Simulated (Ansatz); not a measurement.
# SnSe: the cost of one run

Program: Ansatz 0.2.0. Level of theory: DFT PBE, scalar-relativistic, plane waves, PAW. These are calculated values, not measurements.

The COD cell was measured well above room temperature, so it is larger than a cold one.

1 further run of the same task is left out (set aside as unsound or not needed).

### Step 1. Starting point

The structure is orthorhombic, space group Cmcm (No. 63). Conventional cell: a = 4.310 Å, b = 11.705 Å, c = 4.318 Å, α = 90.00°, β = 90.00°, γ = 90.00°. Around Sn (site symmetry m2m) lie 5 Se at 2.76 to 3.06 Å. Around Se (site symmetry m2m) lie 5 Sn at 2.76 to 3.06 Å.

Structure file:

```xyz
4
Lattice="2.1550 -5.8525 0.0000 2.1550 5.8525 0.0000 0.0000 0.0000 4.3180" Properties=species:S:1:pos:R:3 pbc="T T T"
Sn    2.1550   -4.4479    1.0795
Sn    2.1550    4.4479    3.2385
Se    2.1550   -1.6855    1.0795
Se    2.1550    1.6855    3.2385
```

The structure comes from the Crystallography Open Database.

### Step 2. A change within a subgroup

What differs from the listed cell: strain xx, yy, zz, yz, xz, xy = -1.3, +8.0, +7.5, +0.0, +0.0, +0.0 %; atoms moved by 0.06 Å root mean square, at most 0.07 Å.

Input file input.yaml:

```yaml
crystal:
  lattice:
    - [2.12778235, -6.32198755, 0.0]
    - [2.12778235, 6.32198755, 0.0]
    - [0.0, 0.0, 4.63977736]
  atoms:
    - { symbol: Sn, position: [0.8839843688, 0.1160156312, 0.2456345705] }
    - { symbol: Sn, position: [0.1160156312, 0.8839843688, 0.7456345705] }
    - { symbol: Se, position: [0.6496115927, 0.3503884073, 0.2543654295] }
    - { symbol: Se, position: [0.3503884073, 0.6496115927, 0.7543654295] }
basis:
  ecutwfc: 420
kpoints:
  mp_grid: { grid: [8, 8, 6] }
hamiltonian:
  xc: pbe
scf:
  occupations: { method: gaussian, width: 0.02 }
output:
  forces: true
  stress: true
  eigenvalues: true
```

Q: Estimate wall time and peak memory on 1 thread of an x86-64 CPU, shared host.

About 30 s, with a peak of 0.58 GiB.
